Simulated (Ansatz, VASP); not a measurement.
Two plane-wave programs on Al16H

```
Al H
1.0
     8.10000    0.00000    0.00000
     0.00000    5.72757    0.00000
     0.00000    0.00000   16.29567
Al H
16 1
Direct
  0.25000 0.25000 0.06137
  0.75000 0.25000 0.06137
  0.25000 0.75000 0.06137
  0.75000 0.75000 0.06137
  0.99994 0.99905 0.13844
  0.49983 0.00044 0.13948
  0.99993 0.50092 0.13839
  0.49983 0.49958 0.13949
  0.25273 0.25001 0.22640
  0.74663 0.25000 0.22646
  0.25283 0.75002 0.22980
  0.74622 0.75004 0.22975
  0.99953 0.99441 0.30410
  0.49952 0.00291 0.30813
  0.99952 0.50561 0.30403
  0.49953 0.49713 0.30813
  0.99980 0.25017 0.37029
```

Alike in both runs: functional PBE; k mesh 2 × 3 × 1; occupations fermi-dirac, width 0.1 eV; no spin polarisation.

Ansatz relaxed the structure, and its values are those at the end. VASP's run is a single point on that final structure, the one shown.

```csv
,VASP,Ansatz
version,VASP 6.6.1,Ansatz 0.2.0
potentials or method,"VASP PAW PBE potentials, release 64 (Al, H)","scalar-relativistic, plane waves, PAW"
plane-wave cutoff (eV),520,420
valence electrons in the cell,49,49
```

|  | VASP | Ansatz | Ansatz less VASP |
| --- | --- | --- | --- |
| rms of the force components (eV/Å) | 0.033 | 0.033 | 0.0000 |

Caveats: the k mesh is coarse (spacing up to 0.39 Å⁻¹), so the values aren't converged.
